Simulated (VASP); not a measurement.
# Se (Cmcm) in VASP: a series of runs

One crystal, Se, is run at these levels: PBE; tasks: single point.

Program: VASP 6.6.1. These are calculated values, not measurements. Logs are shortened: lines on timing, memory, paths and dates and some standing lists are left out, and cuts for length are marked.

## (1) Starting point

Symmetry: Cmcm, No. 63, orthorhombic system. The conventional cell has a = 2.789 Å, b = 8.078 Å, c = 4.613 Å, α = 90.00°, β = 90.00°, γ = 90.00°. Se (site symmetry m2m) is surrounded by 4 Se at 2.53 to 2.79 Å.

This isn't the form of Se at room conditions, which is trigonal, of chains.

## (2) Single point, PBE

Contents of INCAR:

```
SYSTEM = Se
  PREC = Accurate
  ENCUT = 340
  EDIFF = 1E-6
  ISMEAR = 0
  SIGMA = 0.05
  LREAL = .False.
  LASPH = .True.
  NELM = 100
  ALGO = Normal
  ISIF = 2
  LWAVE = .False.
  LCHARG = .False.
  GGA = PE
  ADDGRID = .False.
```

Contents of KPOINTS:

```
regular mesh
0
Gamma
  6 6 4
  0 0 0
```

Contents of POSCAR:

```
Se
1.0
    1.3942694300     -4.0390027650      0.0000000000
    1.3942694300      4.0390027650      0.0000000000
    0.0000000000      0.0000000000      4.6134314000
Se
2
Direct
    0.0643446800      0.9356553200      0.2500000000
    0.9356553200      0.0643446800      0.7500000000
```

Potentials or basis: VASP PAW PBE potentials, release 64 (Se).

On the command line:

```console
$ cat potpaw_PBE.64/Se/POTCAR > POTCAR
$ mpirun -np 1 vasp_std > vasp.out
```

OUTCAR:

```text
SYSTEM = Se
   PREC = Accurate
   ENCUT = 340
   EDIFF = 1E-6
   ISMEAR = 0
   LREAL = .False.
   LASPH = .True.
   NELM = 100
   ISIF = 2
   GGA = PE

 Found     39 irreducible k-points:

 Following reciprocal coordinates:
            Coordinates               Weight
  0.000000  0.000000  0.000000      1.000000
  0.166667  0.000000  0.000000      4.000000
  0.333333  0.000000  0.000000      4.000000
  0.500000  0.000000  0.000000      2.000000
  0.166667  0.166667  0.000000      2.000000
  0.333333  0.166667  0.000000      4.000000
   k-points           NKPTS =     39   k-points in BZ     NKDIM =     39   number of bands    NBANDS=     10
   number of dos      NEDOS =    301   number of ions     NIONS =      2
   total plane-waves  NPLWV =  21952
   dimension x,y,z NGX =    28 NGY =   28 NGZ =   28
   dimension x,y,z NGXF=    56 NGYF=   56 NGZF=   56
   ions per type =               2
   NGX,Y,Z   is equivalent  to a cutoff of  10.89, 10.89, 10.09 a.u.
   NGXF,Y,Z  is equivalent  to a cutoff of  21.79, 21.79, 20.18 a.u.
 SYSTEM =  Se
   PREC   = accura    normal or accurate (medium, high low for compatibility)
   ISTART =      0    job   : 0-new  1-cont  2-samecut
   ICHARG =      2    charge: 1-file 2-atom 10-const
   ISPIN  =      1    spin polarized calculation?
   LNONCOLLINEAR =      F non collinear calculations
   LSORBIT =      F    spin-orbit coupling
   LASPH  =      T    aspherical Exc in radial PAW
   ENCUT  =  340.0 eV  24.99 Ry    5.00 a.u.   6.42  6.42  6.94*2*pi/ulx,y,z
   NELM   =    100;   NELMIN=  2; NELMDL= -5     # of ELM steps
   EDIFF  = 0.1E-05   stopping-criterion for ELM
   LREAL  =      F    real-space projection
   EDIFFG = 0.1E-04   stopping-criterion for IOM
   NSW    =      0    number of steps for IOM
   IBRION =     -1    ionic relax: 0-MD 1-quasi-New 2-CG
   NFREE  =      0    steps in history (QN), initial steepest desc. (CG)
   ISIF   =      2    stress and relaxation
   ISYM   =      2    0-nonsym 1-usesym 2-fastsym
   POTIM  = 0.5000    time-step for ionic-motion
   TEBEG  =    0.0;   TEEND  =   0.0 temperature during run
   PSTRESS=    0.0 pullay stress
   NELECT =      12.0000    total number of electrons
   NUPDOWN=      -1.0000    fix difference up-down
   EMIN   =  10.00;   EMAX   =-10.00  energy-range for DOS
   EFERMI =   0.00;   METHOD = LEGACY
   ISMEAR =     0;   SIGMA  =   0.05  broadening in eV -4-tet -1-fermi 0-gaus
   EFERMI_NEDOS =   21; number of points for ismear=-14 and -15
   IALGO  =     38    algorithm
   IMIX   =      4    mixing-type and parameters
     AMIX     =   0.40;   BMIX     =  1.00
     AMIX_MAG =   1.60;   BMIX_MAG =  1.00
  volume/ion in A,a.u.               =      25.98       175.32
  Fermi-wavevector in a.u.,A,eV,Ry     =   1.004408  1.898056 13.726046  1.008836
  Thomas-Fermi vector in A             =   2.137022
   LORBIT       =      0    0 simple, 1 ext, 2 COOP (PROOUT), +10 PAW based schemes
   GGA     = PE    functional components
   LHFCALC =     F    Hartree Fock is set to
   AEXX    =    0.0000 exact exchange contribution
   IVDW    =     0    specifies the selected vdW correction
   LEPSILON=     F    determine dielectric tensor
   LRPA    =     F    only Hartree local field effects (RPA)
 non-spin polarized calculation
 Gauss-broadening in eV      SIGMA  =   0.05
  energy-cutoff  :      340.00
  volume of cell :       51.96
 maximum number of plane-waves:       752
 NGX is ok and might be reduce to    28
   NGX = 13   NGY = 13   NGZ = 13

 number of electron      11.9999997 magnetization

 Free energy of the ion-electron system (eV)
  ---------------------------------------------------
  ext. energy  EPLUGINS =         0.00000000
  ---------------------------------------------------
  free energy    TOTEN  =        -6.65395035 eV

  energy without entropy =       -6.65141255  energy(sigma->0) =       -6.65268145

 E-fermi :   3.2074     XC(G=0):  -9.1001

 val. band max:        3.2030479816   @ k =   0.5000   0.0000   0.2500
 cond. band min:       3.2285833255   @ k =   0.5000   0.3333   0.5000
 fundamental gap:      0.0255353439
 Fermi energy:         3.2073883646

 k-point     1 :       0.0000    0.0000    0.0000
  band No.  band energies     occupation
      1     -12.6977      2.00000
      2      -8.7361      2.00000
      3      -3.3075      2.00000
      4       0.8959      2.00000
      5       1.0889      2.00000
      6       5.2568      0.00000
      7       5.6202      0.00000
      8       7.6250      0.00000
      9       8.7256      0.00000
     10      10.1133      0.00000

 k-point     2 :       0.1667    0.0000    0.0000
  band No.  band energies     occupation
      1     -12.2750      2.00000
      2      -8.3370      2.00000
      3      -2.9304      2.00000
      4       0.8142      2.00000
      5       1.6897      2.00000
      6       2.3225      2.00000
      7       5.0022      0.00000
      8       5.8006      0.00000
      9       9.2311      0.00000
     10      10.8888      0.00000

 k-point     3 :       0.3333    0.0000    0.0000
  band No.  band energies     occupation
      1     -11.1853      2.00000
      2      -7.2956      2.00000
      3      -2.0136      2.00000
      4      -1.6510      2.00000
      5       1.2801      2.00000
      6       1.5307      2.00000
      7       2.6262      2.00000
      8       6.2554      0.00000
      9       9.6412      0.00000
     10      10.0956      0.00000

 k-point     4 :       0.5000    0.0000    0.0000
  band No.  band energies     occupation
      1     -10.3977      2.00000
      2      -6.5278      2.00000
      3      -3.3924      2.00000
      4      -1.4217      2.00000
      5      -0.3731      2.00000
      6       2.0729      2.00000
      7       2.8715      2.00000
      8       6.4915      0.00000
      9       8.1944      0.00000
     10       9.0386      0.00000

 k-point     5 :       0.1667    0.1667    0.0000
  band No.  band energies     occupation
      1     -11.2319      2.00000
      2      -7.2588      2.00000
      3      -2.0628      2.00000
      4      -1.5999      2.00000
      5       1.2077      2.00000
      6       2.2680      2.00000
      7       2.2819      2.00000
      8       6.5899      0.00000
      9       9.5746      0.00000
     10      10.2258      0.00000

 k-point     6 :       0.3333    0.1667    0.0000
  band No.  band energies     occupation
      1     -10.3980      2.00000
      2      -6.5250      2.00000
      3      -3.3919      2.00000
      4      -1.4220      2.00000
      5      -0.3981      2.00000
      6       2.0566      2.00000
      7       2.9244      2.00000
      8       6.5533      0.00000
      9       8.0610      0.00000
     10       9.3156      0.00000

 [... further k-points ...]
[... 5 lines left out ...]
  --------------------------------------------------------------------------------------
  -------------------------------------------------------------------------------------
  Total        1.7540282     -0.0158624     -0.1809581      0.0000000     -0.0000000      0.0000000
  in kB       54.0844286     -0.4891067     -5.5797360      0.0000000     -0.0000000      0.0000000
  external PRESSURE =      16.0051953 kB  Pullay stress =       0.0000000 kB

 VOLUME and BASIS-vectors are now :
 -----------------------------------------------------------------------------
  energy-cutoff  :      340.00
  volume of cell :       51.96
      direct lattice vectors                 reciprocal lattice vectors
     1.394269430 -4.039002765  0.000000000     0.358610746 -0.123792933  0.000000000
     1.394269430  4.039002765  0.000000000     0.358610746  0.123792933  0.000000000
     0.000000000  0.000000000  4.613431400     0.000000000  0.000000000  0.216758398

 POSITION                                       TOTAL-FORCE (eV/Angst)
 -----------------------------------------------------------------------------------
      1.39427      3.51923      1.15336         0.000000      0.330388      0.000000
      1.39427     -3.51923      3.46007         0.000000     -0.330388     -0.000000
 -----------------------------------------------------------------------------------
    total drift:                               -0.000000      0.000000      0.000000

  FREE ENERGIE OF THE ION-ELECTRON SYSTEM (eV)
  ---------------------------------------------------
  free  energy   TOTEN  =        -6.6539503464 eV

  energy  without entropy=       -6.6514125544  energy(sigma->0) =       -6.65268145
```

Wall time 7.4 s (1 thread of Intel Xeon Platinum 8488C (Sapphire Rapids), shared host); peak memory 0.15 GiB.

The run converged, but some of its settings lie outside the range that counts as converged, so its numbers aren't taken as properties of the crystal.

Results:

```
Free energy            : -6.6540 eV
Pressure               : 1.6 GPa
Largest force          : 0.330 eV/Å
Band gap on the k mesh : none (metal or under the smearing width)
```

Caveat: the k mesh is coarse (spacing up to 0.40 Å⁻¹), so the values aren't converged.

## (3) Single point, PBE

Changes to INCAR since step 2:

```diff
@@ -2,3 +2,3 @@
   PREC = Accurate
-  ENCUT = 340
+  ENCUT = 280
   EDIFF = 1E-6
```

Contents of KPOINTS:

```
regular mesh
0
Gamma
  7 7 4
  0 0 0
```

POSCAR is that of step 2.

Potentials or basis: VASP PAW PBE potentials, release 64 (Se).

On the command line:

```console
$ cat potpaw_PBE.64/Se/POTCAR > POTCAR
$ mpirun -np 1 vasp_std > vasp.out
```

It took 5.5 s on 1 thread of Intel Xeon Platinum 8488C (Sapphire Rapids), shared host; peak memory 0.14 GiB.

These settings aren't checked as converged: the numbers below hold their error.

What came out:

- Free energy: -6.6532 eV
- Pressure: 1.9 GPa
- Largest force: 0.048 eV/Å
- Band gap on the k mesh: none (metal or under the smearing width)

## (4) Single point, PBE

Changes to INCAR since step 3:

```diff
@@ -2,3 +2,3 @@
   PREC = Accurate
-  ENCUT = 280
+  ENCUT = 400
   EDIFF = 1E-6
```

Contents of KPOINTS:

```
regular mesh
0
Gamma
  6 6 4
  0 0 0
```

POSCAR is that of step 3.

On the command line:

```console
$ cat potpaw_PBE.64/Se/POTCAR > POTCAR
$ mpirun -np 1 vasp_std > vasp.out
```

Wall time 7.8 s (1 thread of Intel Xeon Platinum 8488C (Sapphire Rapids), shared host); peak memory 0.16 GiB.

These settings aren't checked as converged: the numbers below hold their error.

Results:

```yaml
Free_energy: -6.6537 eV
Pressure: 1.6 GPa
Largest_force: 0.331 eV/Å
Band_gap_on_the_k_mesh: none (metal or under the smearing width)
```

Caveat: the k mesh is coarse (spacing up to 0.40 Å⁻¹), so the values aren't converged.

## (5) Single point, PBE

Changes to INCAR since step 4:

```diff
@@ -2,3 +2,3 @@
   PREC = Accurate
-  ENCUT = 400
+  ENCUT = 340
   EDIFF = 1E-6
```

Contents of KPOINTS:

```
regular mesh
0
Gamma
  7 7 4
  0 0 0
```

POSCAR is that of step 4.

On the command line:

```console
$ cat potpaw_PBE.64/Se/POTCAR > POTCAR
$ mpirun -np 1 vasp_std > vasp.out
```

Run time: 8 s. Hardware: 1 thread of Intel Xeon Platinum 8488C (Sapphire Rapids), shared host; peak memory 0.15 GiB.

The run converged, but some of its settings lie outside the range that counts as converged, so its numbers aren't taken as properties of the crystal.

Results:

```yaml
Free_energy: -6.6538 eV
Pressure: 1.9 GPa
Largest_force: 0.049 eV/Å
Band_gap_on_the_k_mesh: none (metal or under the smearing width)
```

## (6) For comparison

An earlier run on the cell as given: functional PBE; potentials or basis VASP PAW PBE potentials, release 64 (Se); cutoff 520 eV; k mesh 10 × 10 × 6; occupations fermi-dirac, width 0.05 eV; no spin polarisation.

* Pressure: 1.6 GPa
* Largest force: 0.031 eV/Å
* Band gap on the k mesh: none (metal or under the smearing width)
